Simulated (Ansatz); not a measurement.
# AgBr (Fm-3m): from the cell to its phonons, part 3 of 3

Aim: the phonons of AgBr (Fm-3m) at a cell relaxed beforehand at this level. After the zone centre comes a 4×4×4 q mesh on a 8×8×8 k mesh.

Ansatz 0.2.0; DFT PBE, scalar-relativistic, plane waves, PAW; PAW set soft_1.

So far, highest frequency on the path or at a solved wavevector (cm⁻¹): step 3 (the dispersion) 119.

The database entry behind the starting cell differs from later determinations by our own check (about 0.6 % short of the room-temperature cell), so it need not match the best structure at ambient conditions.

### Step 4. The same by displaced supercells

Finite displacements in a 2×2×2 supercell give force constants from forces alone. They are exact at the wavevectors that the supercell holds, where they check the linear-response result.

Contents of input.yaml:

```yaml
crystal:
  lattice:
    - [0.0, 2.9208040502, 2.9208040502]
    - [2.9208040502, 0.0, 2.9208040502]
    - [2.9208040502, 2.9208040502, 0.0]
  atoms:
    - { symbol: Ag, position: [0.0, 0.0, 0.0] }
    - { symbol: Br, position: [0.5, 0.5, 0.5] }
kpoints:
  mp_grid: { grid: [8, 8, 8] }
hamiltonian:
  xc: pbe
  pseudopotentials: { kind: paw, azcp: { folder: soft_1 } }
scf:
  occupations: { method: fixed }
output:
  eigenvalues: true
phonons:
  method: fd
  supercell: [2, 2, 2]
  temperatures: { t_max: 1000, t_step: 50 }
  qpath:
    path:
      - [[0.0, 0.0, 0.0], [0.5, 0.0, 0.5], [0.625, 0.25, 0.625]]
      - [[0.375, 0.375, 0.75], [0.0, 0.0, 0.0], [0.5, 0.5, 0.5], [0.5, 0.25, 0.75], [0.5, 0.0, 0.5]]
    npoints: 10
  non_analytic_term:
    high_frequency_dielectric_tensor: [[5.9216, 0.0, 0.0], [0.0, 5.9216, 0.0], [0.0, 0.0, 5.9216]]
    born_effective_charges:
      - { species: Ag, tensor: [[1.5449, 0.0, 0.0], [0.0, 1.5449, 0.0], [0.0, 0.0, 1.5449]] }
      - { species: Br, tensor: [[-1.5449, 0.0, 0.0], [0.0, -1.5449, 0.0], [0.0, 0.0, -1.5449]] }
    source: "zone-centre run at this cell"
```

On the command line:

```bash
$ ansatz run input.yaml --threads 4 --pin off --max-ram 10240MiB --backend cpu --events-out ev --progress --plain --runs-dir out
```

Numbers of over 12 decimals in the logs are rounded to 6 here.

What it wrote:

```text
[...]
Crystal: 16 atoms, lattice volume = 398.683 Å³
Basis set: ecut = 420 eV, 7799 PW (Γ), exchange–correlation on 120×120×120 points (8 copies of the dense FFT grid, shifted against one another)
Bands: 125, of which v1, the nominal top of the filled ones, is band 104 counted from 1 (103 counted from 0)
Symmetry: 384 space group operations
k-points: 8 of 64
[...]
SCF iter   1: F=—  HF=-82995.526359 eV  |F-HF|=—  |Δ(HF+E_count)|=         —  Δρ=6.43e-8  dr2=1.13e-11  ethr=1.00e-12  ⟨swp⟩=3.0  Hψ=2514  notcnv=0
[...]
SCF iter   2: F=-82995.526359 eV  HF=-82995.526359 eV  |F-HF|=2.91e-11  |Δ(HF+E_count)|=  1.46e-11  Δρ=1.30e-8  dr2=3.84e-13  ethr=1.00e-12  ⟨swp⟩=3.1  Hψ=2672  notcnv=0
SCF 1 converged in 2 iterations: F = -82995.526359 eV  dr2 = 3.84e-13
[...]
Symmetry: 8 space group operations
k-points: 13 of 64 (time reversal used)
iter 1 solved again at ethr=4.28e-8 eV; its pass at ethr=3.10e-3 eV (dr2=8.90e-5 eV) is discarded
[...]
SCF iter   8: F=-82995.526355 eV  HF=-82995.526355 eV  |F-HF|=1.46e-11  |Δ(HF+E_count)|=    0.00e0  Δρ=1.86e-8  dr2=1.20e-12  ethr=1.00e-12  ⟨swp⟩=5.0  Hψ=6398  notcnv=0
SCF 2 converged in 8 iterations: F = -82995.526355 eV  dr2 = 1.20e-12
[...]
SCF iter   7: F=-82995.526354 eV  HF=-82995.526354 eV  |F-HF|=2.91e-11  |Δ(HF+E_count)|=  2.91e-11  Δρ=3.05e-8  dr2=4.94e-12  ethr=1.00e-12  ⟨swp⟩=4.0  Hψ=6747  notcnv=0
SCF 3 converged in 7 iterations: F = -82995.526354 eV  dr2 = 4.94e-12
[...]
SCF converged after 2 iterations
Free energy (F): -82995.526359 eV
[...]
Internal energy: -82995.526359 eV  (E = F + TS)
E sigma→0 (E₀):  -82995.526359 eV
Fermi energy:    7.321575 eV
[...]
--- Band table (eV; the first three rows and the last of 8) ---
  k-point 0: bands = [... 100 lower, 7.3216, 7.3216, 7.3216, 7.3216, 8.0093, 9.0295, 9.0295, 9.0295, ... 17 higher]
  k-point 1: bands = [... 100 lower, 7.0240, 7.0240, 7.1271, 7.1271, 8.8190, 9.5499, 9.5499, 9.5499, ... 17 higher]
  k-point 2: bands = [... 100 lower, 6.6274, 6.6274, 6.6274, 6.6274, 10.1442, 10.1442, 10.7407, 10.7407, ... 17 higher]
  k-point 7: bands = [... 100 lower, 6.7606, 6.7606, 6.7606, 6.7606, 10.9799, 10.9799, 10.9799, 10.9799, ... 17 higher]
--- Phonons: 2 displaced members + reference (amplitude 0.0025 Å, Σ member SCF iterations 15) ---
  symmetry images taken by strict's conditions (phonons.symmetry_images: auto; settled by no image being taken that strict refuses)
  ASR residual: 1.873e-4 → 0.000e0 eV/Å²; symmetrization residual: 6.238e-5 eV/Å²
  largest component of a force at the reference: 9.2e-29 eV/Å
  ASR residual per site (eV/Å²): 3.20e-5 1.87e-4
  Γ frequencies (cm⁻¹): 0.00 0.00 0.00 67.65 67.65 67.65
[...]
```

Elapsed: 31 s, on 4 threads of Arm Neoverse V1, shared host; peak memory 1.5 GiB; 2 min of CPU time.

This step gave:

```
atoms in the supercell                                  : 16
sum-rule residual before enforcement                    : 1.87e-4 eV/Å²
highest frequency on the path or at a solved wavevector : 119 cm⁻¹
highest optical mode at the zone centre (no LO-TO term) : 67.65 cm⁻¹
lowest optical zone-centre mode                         : 67.65 cm⁻¹
```

Interpolated from a 2×2×2 supercell, rough between the solved points, with the LO-TO term (at Γ the limit along the path; where Γ stands inside the path, tables give the limit on arrival). Phonon branches along the path, in cm⁻¹:

| point | branch 1 | branch 2 | branch 3 | branch 4 | branch 5 | branch 6 |
| --- | --- | --- | --- | --- | --- | --- |
| Γ | 0 | 0 | 0 | 68 | 68 | 115 |
| halfway | 24 | 24 | 68 | 78 | 78 | 97 |
| X | 31 | 31 | 45 | 92 | 92 | 115 |
| halfway | 30 | 40 | 45 | 88 | 93 | 113 |
| U | 28 | 44 | 57 | 78 | 98 | 106 |
| jump to K | 28 | 44 | 57 | 78 | 98 | 106 |
| halfway | 26 | 27 | 48 | 69 | 80 | 110 |
| Γ | 0 | 0 | 0 | 68 | 68 | 115 |
| halfway | 19 | 19 | 59 | 59 | 62 | 118 |
| L | 14 | 14 | 55 | 55 | 89 | 119 |
| halfway | 31 | 38 | 65 | 66 | 85 | 111 |
| W | 40 | 40 | 58 | 78 | 101 | 101 |
| halfway | 34 | 43 | 44 | 86 | 94 | 110 |
| X | 31 | 31 | 45 | 92 | 92 | 115 |

The phonon branches as a text plot (rows in cm⁻¹):

```
    117 |**          **             *****************          **
    112 |  *      ***  **       ****                 **       *
    107 |   *    *       **  ***                       **   **
    102 |    **            **                            ***
     97 |      **       *** *                              ***
     92 |           ****                                *     ***
     87 |        ***   **    **                 ********     **
     82 |       *        *     **              *            *
     77 |    ***          *  *** *            *          ***
     72 |   *              **     ***        *          *
     67 |***   **          *    *    *****            **
     62 |        *          *       *     ***        *  *
     57 |    **           *  **  ***        *********    ***
     52 |         **     *       *         *                *
     47 |   *       *****      ** **                         * **
     42 |              ******                            ******
     37 |                    **           *          ****  ****
     32 |  *      ******       *    *               * **      ***
     27 |       **      *********        *         * *
     22 |      *                 *           *      *
     17 | * ***                   ** *     ** *** **
     12 |  *                        *   * *      *
      7 | *                          *  **
      2 |*                            **
         Γ           X  U|K            Γ         L        W     X
```

Tetrahedra on a 18×18×18 mesh, mean over bins of 1 cm-1. Interpolated from a 2×2×2 supercell, rough between the solved points. Phonon density of states against wavenumber; read off at these points:

| wavenumber (cm⁻¹) | phonon density of states (1/cm⁻¹/cell) |
| --- | --- |
| 2.50 | 1.5e-4 |
| 5.00 | 7.5e-4 |
| 7.50 | 0.00219 |
| 10.00 | 0.00417 |
| 12.50 | 0.00687 |
| 15.00 | 0.0119 |
| 17.50 | 0.0229 |
| 20.00 | 0.0445 |
| 22.50 | 0.0532 |
| 25.00 | 0.0645 |
| 27.50 | 0.0938 |
| 30.00 | 0.111 |
| 30.50 | 0.120 |
| 32.50 | 0.0810 |
| 35.00 | 0.0645 |
| 37.50 | 0.0651 |
| 40.00 | 0.0691 |
| 42.50 | 0.0645 |
| 45.00 | 0.0597 |
| 47.50 | 0.0214 |
| 50.00 | 0.0583 |
| 52.50 | 0.0894 |
| 55.00 | 0.0713 |
| 57.50 | 0.0600 |
| 60.00 | 0.0642 |
| 62.50 | 0.0609 |
| 65.00 | 0.0504 |
| 67.50 | 0.0476 |
| 70.00 | 0.0568 |
| 72.50 | 0.0687 |
| 75.00 | 0.0799 |
| 76.50 | 0.0922 |
| 77.50 | 0.0693 |
| 80.00 | 0.0558 |
| 82.50 | 0.0618 |
| 84.50 | 0.0927 |
| 85.00 | 0.0819 |
| 87.50 | 0.0517 |
| 90.00 | 0.0411 |
| 92.50 | 0.0412 |
| 95.00 | 0.0312 |
| 97.50 | 0.0216 |
| 100.00 | 0.00568 |
| 102.50 | 0.0254 |
| 105.00 | 0.0653 |
| 107.50 | 0.0933 |
| 108.50 | 0.0975 |
| 110.00 | 0.0793 |
| 112.50 | 0.0609 |
| 115.00 | 0.0467 |
| 117.50 | 0.0271 |

At Γ the two methods differ by at most 0.0 cm⁻¹.

### Step 5. Outcome

```json
{
  "space group (within 0.01 Å)": "Fm-3m",
  "volume per atom": "24.9 Å³",
  "gap on the k-mesh": "0.688 eV",
  "highest optical mode at the zone centre (no LO-TO term)": "67.6 cm⁻¹",
  "top of the zone-centre spectrum with the field": "115 cm⁻¹",
  "lowest optical zone-centre mode": "67.6 cm⁻¹",
  "mean high-frequency dielectric constant": "5.92",
  "mean static dielectric constant": "17.1",
  "largest Born charge (third of the trace)": "1.54 e",
  "lowest mode on the q mesh (acoustic modes at Γ apart)": "14.2 cm⁻¹",
  "highest frequency on the path or at a solved wavevector": "119 cm⁻¹",
  "zero-point energy per atom": "12.3 meV",
  "heat capacity at 300 K": "24.7 J/(mol atoms K)",
  "vibrational entropy at 300 K": "56.5 J/(mol atoms K)",
  "Debye temperature (second moment)": "134 K",
  "imaginary modes on the 4×4×4 q mesh": "none"
}
```

What this shows: The structure is a minimum as far as tested: no mode is imaginary at the 8 irreducible wavevectors of the 4×4×4 mesh, and the softest away from the acoustic zeros lies at 14 cm⁻¹. Without the field, the optical modes at Γ form one degenerate level at 68 cm⁻¹. With the macroscopic field of the longitudinal modes the top of the zone-centre spectrum lies at 115 cm⁻¹, against 68 cm⁻¹ without it. Lattice motion raises the mean dielectric constant from 5.922 to 17.14. The strongest infrared line is at 68 cm⁻¹. Finite displacements and linear response differ by 0.0 cm⁻¹ in the highest zone-centre mode. These are harmonic frequencies at zero temperature: anharmonic shifts, linewidths and thermal expansion are left out.

[Logs are printed without paths, hosts, clocks, repeated set-up lines and the standing remarks that a program may print on its own settings, such as how far it seeks lower states.]

[Hosts, paths, dates, database ids (printed as entryN), source tags and the programs' standing remarks are cut or masked in the printed files.]
